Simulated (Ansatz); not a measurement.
The system is C.

```xyz
2
Lattice="0.0000 1.7834 1.7834 1.7834 0.0000 1.7834 1.7834 1.7834 0.0000" Properties=species:S:1:pos:R:3 pbc="T T T"
C     2.6751    2.6751    2.6751
C     1.7834    1.7834    1.7834
```

This isn't the form of C at room conditions, which is graphite.

Base run:

```yaml
Program: Ansatz 0.2.0
Functional: PBEsol
Potentials_or_basis: all-electron LAPW, scalar-relativistic
Cutoff: 449 eV
Density_cutoff: 1797 eV
Basis_error_allowed: 0.001 eV/atom
k_mesh: 13 × 13 × 13
Occupations: fermi-dirac, width 0.05 eV
Spin: no spin polarisation
```

Its results: band gap on the k mesh 4.02 eV, indirect (least direct gap 5.55 eV); pressure -4.8 GPa.

The run is repeated on the same cell with these changes: functional from PBEsol to revPBE. What comes out?

Band gap on the k mesh 4.14 eV, indirect (least direct gap 5.60 eV); pressure 6.4 GPa.

revPBE binds less tightly than PBEsol, so the same cell stands under more pressure.

Caveats: an odd mesh through Γ misses points on the zone boundary, where band edges often lie (some runs).

Not every run made on this cell is shown here.
